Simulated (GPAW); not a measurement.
Crystal: Nb.

```
CELL_PARAMETERS angstrom
-1.66395 1.66395 1.66395
1.66395 -1.66395 1.66395
1.66395 1.66395 -1.66395
ATOMIC_POSITIONS crystal
Nb 0.00000 0.00000 0.00000
```

* Program: GPAW 26.7.0
* Task: relaxation of cell and atoms
* Functional: PBEsol
* Potentials or basis: PAW data sets generated in the run's folder for this functional
* Cutoff: 600 eV
* Basis: pw
* k mesh: 11 × 11 × 11
* Occupations: fermi-dirac, width 0.05 eV
* Spin: no spin polarisation

At the start: pressure -8.4 GPa; volume 18.43 Å³/atom.

Task: How do energy, volume and symmetry change on relaxing?

Result: Over 3 steps the energy falls by 24.0 meV/atom and the volume is 17.51 Å³/atom (-5.0 %); space group Im-3m (No. 229, to 0.05 Å).

Step by step:
```tsv
step	energy change (eV)	largest force (eV/Å)	pressure (GPa)	volume (Å³)
1	0.0000	0.0000	-8.45	18.43
2	-0.0234	0.0000	-1.61	17.68
3	-0.0240	0.0000	0.04	17.51
```

Final structure:
```
Nb
1.0
    -1.63592    1.63592    1.63592
     1.63592   -1.63592    1.63592
     1.63592    1.63592   -1.63592
Nb
1
Direct
  0.00000 0.00000 0.00000
```

Caveat: later steps reuse the first step's grids.
